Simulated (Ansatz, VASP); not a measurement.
# Two plane-wave programs on W

```xyz
1
Lattice="0.0000 1.9691 2.0300 1.9691 0.0000 2.0300 1.9691 1.9691 0.0000" Properties=species:S:1:pos:R:3 pbc="T T T"
W     0.0000    0.0000    0.0000
```

Change from the starting cell: strain -0.030 along x and y, +0.000 along z, atoms carried along.

Alike in both runs: task single point; functional PBE; k mesh 20 × 20 × 20; occupations gaussian, width 0.15 eV; no spin polarisation.

```csv
,VASP,Ansatz
version,VASP 6.6.1,Ansatz 0.2.0
potentials or method,"VASP PAW PBE potentials, release 64 (W_sv)","scalar-relativistic, plane waves, PAW"
plane-wave cutoff (eV),520,420
valence electrons in the cell,14,14
```

|  | VASP | Ansatz | Ansatz less VASP |
| --- | --- | --- | --- |
| gap on the k mesh at the Fermi level (eV) | none | none | - |
| pressure (GPa) | 14.2 | 13.5 | -0.71 |
| largest component of the traceless stress (GPa) | 5.95 | 5.89 | -0.059 |

A gap of «none» marks a metal or a gap that the smearing closes.

Spin-orbit coupling is left out, which matters for the levels of W.
